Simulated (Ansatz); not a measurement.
## TiSe under changes of volume

One of the cells (17.058 Å³/atom); the others are scaled copies at fixed shape and fractional positions:

```xyz
4
Lattice="3.5590 0.0000 0.0000 -1.7795 3.0822 0.0000 0.0000 0.0000 6.2200" Properties=species:S:1:pos:R:3 pbc="T T T"
Se    1.7795    1.0274    4.6650
Se    0.0000    2.0548    1.5550
Ti    0.0000    0.0000    3.1100
Ti    0.0000    0.0000    0.0000
```

| Quantity | Value |
| --- | --- |
| Program | Ansatz 0.2.0 |
| Functional | LDA |
| Potentials or basis | Ansatz PAW |
| Cutoff | 420 eV (not typed: the program's choice for these potentials) |
| k mesh | 9 × 9 × 5 |
| Occupations | fermi-dirac, width 0.05 eV |
| Spin | no spin polarisation |

```tsv
volume (Å³/atom)	energy over the lowest point (meV/atom)	pressure (GPa)
16.034	5.51	4.2
16.375	0.00	1.2
16.716	0.61	-1.5
17.058	6.69	-4.0
17.399	17.66	-6.1
17.740	32.98	-8.1
18.081	?	?
```

Question: What does the run at 18.081 Å³/atom give?

Answer: Energy over the lowest point 52.19 meV/atom; pressure -9.8 GPa.

Worked out: A Birch-Murnaghan fit of order 3 (a polynomial in V^(-2/3)) to the other rows has its minimum at 16.51 Å³/atom with B0 = V·E''(V) = 133 GPa and B' = 4.4 at fixed shape and positions, which overstates the stiffness. It gives 52.21 meV/atom at 18.081 Å³/atom, against the run's 52.19, and -dE/dV = -9.9 GPa, against -9.8.

Energies are extrapolated to zero smearing.

Caveats: the PAW data sets come from PBE, with cores solved anew for the run's functional, which leaves a small shift of forces and pressure.
